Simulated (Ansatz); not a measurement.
# B: the cost of one run

Method: DFT PBE, scalar-relativistic, plane waves, PAW, in Ansatz 0.2.0.

### 1 The starting structure

It takes space group C2/c (No. 15, monoclinic). Conventional cell: a = 6.308 Å, b = 5.281 Å, c = 3.252 Å, α = 90.00°, β = 108.12°, γ = 90.00°. Around B (site symmetry 1) lie 7 B at 1.76 to 1.92 Å.

As a file:

```cif
data_structure
_symmetry_space_group_name_H-M 'C2/c'
_symmetry_Int_Tables_number 15
_cell_length_a 6.3079
_cell_length_b 5.2814
_cell_length_c 3.2525
_cell_angle_alpha 90.000
_cell_angle_beta 108.121
_cell_angle_gamma 90.000
_cell_volume 102.98
loop_
_atom_site_label
_atom_site_type_symbol
_atom_site_symmetry_multiplicity
_atom_site_Wyckoff_symbol
_atom_site_fract_x
_atom_site_fract_y
_atom_site_fract_z
_atom_site_occupancy
B1 B 8 f 0.61850 0.40958 0.15475 1
B2 B 8 f 0.12681 0.59275 0.99336 1
```

It is the end of an earlier relaxation with the same method, from a generated guess; it is a trial structure. At a tolerance of 0.05 Å it has space group C2/c (No. 15); it has 6.44 Å³/atom, an uncorrected energy of +0.39 eV/atom over the standard state.

### 2 Static run: bands, density of states and charges

Contents of input.yaml:

```yaml
crystal:
  lattice:
    - [3.1539277493, -2.6407103509, -0.0077627208]
    - [3.1539277493, 2.6407103509, -0.0077627208]
    - [-1.0039749297, 0.0, 3.0936497675]
  atoms:
    - { symbol: B, position: [0.2089199662, 0.0280761113, 0.6547511606] }
    - { symbol: B, position: [0.5340588028, 0.7195603925, 0.4933567873] }
    - { symbol: B, position: [0.9719238887, 0.7910800338, 0.8452488394] }
    - { symbol: B, position: [0.2804396075, 0.4659411972, 0.0066432127] }
    - { symbol: B, position: [0.7910800338, 0.9719238887, 0.3452488394] }
    - { symbol: B, position: [0.4659411972, 0.2804396075, 0.5066432127] }
    - { symbol: B, position: [0.0280761113, 0.2089199662, 0.1547511606] }
    - { symbol: B, position: [0.7195603925, 0.5340588028, 0.9933567873] }
basis:
  ecutwfc: 420
kpoints:
  mp_grid: { grid: [10, 10, 12] }
  band_path:
    path:
      - [[0.0, 0.0, 0.0], [-0.44402579, 0.44402579, 0.0]]
      - [[-0.55597421, -0.44402579, 0.0], [-0.5, -0.5, 0.0], [0.0, 0.0, 0.0], [-0.5, -0.5, 0.5], [-0.67300922, -0.32699078, 0.5]]
      - [[-0.32699078, 0.32699078, 0.5], [0.0, 0.0, 0.5], [0.0, 0.0, 0.0]]
      - [[-0.5, 0.0, 0.5], [0.0, 0.0, 0.0], [-0.5, 0.0, 0.0]]
    npoints: 14
hamiltonian:
  xc: pbe
scf:
  occupations: { method: gaussian, width: 0.1 }
  n_extra_bands: 20
output:
  forces: true
  stress: true
  eigenvalues: true
  populations: true
  dos: { projected: true, de: 0.02, nscf_kmesh: { grid: [12, 12, 15] } }
  bader: true
  write_density: true
  write_potential: true
  elf: true
  volumetric_format: npy
```

On the command line:

```
ansatz run input.yaml --threads 1 --pin off --max-ram 2048MiB --backend cpu --events-out ev --progress --plain --runs-dir out
```

Q: Estimate wall time and peak memory on 1 thread of Arm Neoverse V1, shared host.

About 3 min, with a peak of 0.8 GiB.
